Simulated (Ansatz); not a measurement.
# Bi (R-3m) in Ansatz: equation of state

Aim: energy against volume of Bi in PBE, for its equilibrium volume and stiffness.

Everything below comes from runs of Ansatz 0.2.0. Logs are shortened: lines on timing, memory, paths and dates and some standing lists are left out, and cuts for length are marked.

## (1) The structure

It takes space group R-3m (No. 166, trigonal). The conventional cell has a = 4.535 Å, b = 4.535 Å, c = 11.814 Å, α = 90.00°, β = 90.00°, γ = 120.00°. Around Bi (site symmetry 3m) lie 6 Bi at 3.06 to 3.52 Å.

## (2) Equation of state, PBE

Potentials or basis: all-electron LAPW, scalar-relativistic.

No new run: the results of the series are fitted here.

What came out:

```yaml
Equilibrium_volume: 36.65 Å³/atom
Bulk_modulus_at_fixed_shape_and_positions: 43 GPa
Pressure_derivative_of_the_bulk_modulus: 4.6
```

Energy against volume, from the lowest point:
| volume (Å³/atom) | energy (meV/atom) |
| --- | --- |
| 32.965 | 60.97 |
| 33.667 | 38.38 |
| 34.368 | 21.55 |
| 35.070 | 9.90 |
| 35.771 | 2.87 |
| 36.472 | 0.00 |
| 37.174 | 0.86 |

Caveat: the cell was scaled at fixed shape and fractional positions, which overstates the stiffness of a crystal with free parameters, most of all of layers and chains.
